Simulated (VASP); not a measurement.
**A VASP 6.6.1 single-point calculation on InSb**

INCAR

```
NSW = 0
LWAVE = .FALSE.
GGA = RP
ISIF = 2
EDIFF = 1E-7
PREC = Accurate
LCHARG = .FALSE.
ISMEAR = -1
LREAL = .FALSE.
ENCUT = 520
SIGMA = 0.02
NBANDS = 10
NELM = 60
IBRION = -1
LASPH = .TRUE.
```

KPOINTS

```
KPOINTS created by Atomic Simulation Environment
0
Gamma
6 6 6
0 0 0
```

POSCAR

```
In Sb
 1.0000000000000000
     0.0000000000000000    3.3874089927000002    3.2795130145000000
     3.3874089927000002    0.0000000000000000    3.2795130145000000
     3.3874089927000002    3.3874089927000002    0.0000000000000000
 In  Sb
   1   1
Cartesian
  0.0000000000000000  0.0000000000000000  0.0000000000000000
  1.6937044963499999  1.6937044963499999  1.6397565072500000
```

The recommended PBE PAW datasets give the neutral cell 18 valence electrons.

Command

```
mpirun -np 1 vasp_std
```

Question: Predict the outcome of this run.

Answer: It converged. Results: gap between bands v and c on the k mesh 0.14 eV; least direct gap on the k mesh 0.14 eV; pressure 0.2 GPa. Band v is the last that the valence electrons fill when counted band by band, and c is the next.

OSZICAR

```
N       E                     dE             d eps       ncg     rms          rms(c)
DAV:   1     0.110312538146E+03    0.11031E+03   -0.80409E+03   600   0.175E+03
DAV:   2     0.305682752248E+01   -0.10726E+03   -0.10638E+03   612   0.349E+02
DAV:   3    -0.597637521564E+01   -0.90332E+01   -0.85824E+01   684   0.107E+02
DAV:   4    -0.632358836162E+01   -0.34721E+00   -0.34661E+00   722   0.238E+01
DAV:   5    -0.633663577155E+01   -0.13047E-01   -0.13036E-01   782   0.405E+00    0.356E+00
DAV:   6    -0.626913640729E+01    0.67499E-01   -0.20731E-01   684   0.782E+00    0.212E+00
DAV:   7    -0.627135782890E+01   -0.22214E-02   -0.84788E-02   720   0.340E+00    0.631E-01
DAV:   8    -0.627606055411E+01   -0.47027E-02   -0.12506E-02   646   0.169E+00    0.154E-01
DAV:   9    -0.627726163720E+01   -0.12011E-02   -0.15697E-03   666   0.511E-01    0.585E-02
DAV:  10    -0.627768751126E+01   -0.42587E-03   -0.51521E-04   644   0.163E-01    0.159E-02
DAV:  11    -0.627781666445E+01   -0.12915E-03   -0.28811E-04   628   0.110E-01    0.118E-02
DAV:  12    -0.627782825873E+01   -0.11594E-04   -0.28335E-05   684   0.571E-02    0.114E-02
DAV:  13    -0.627782630197E+01    0.19568E-05   -0.24442E-06   712   0.313E-02    0.410E-03
DAV:  14    -0.627782629725E+01    0.47201E-08   -0.44916E-08   396   0.311E-03
   1 F= -.62778263E+01 E0= -.62777906E+01  d E =-.714169E-04
```

For comparison, a separate PBE run of the intended cell, on usual settings and not on those above, gives a gap of 0.14 eV on its mesh and a pressure of -1.0 GPa.
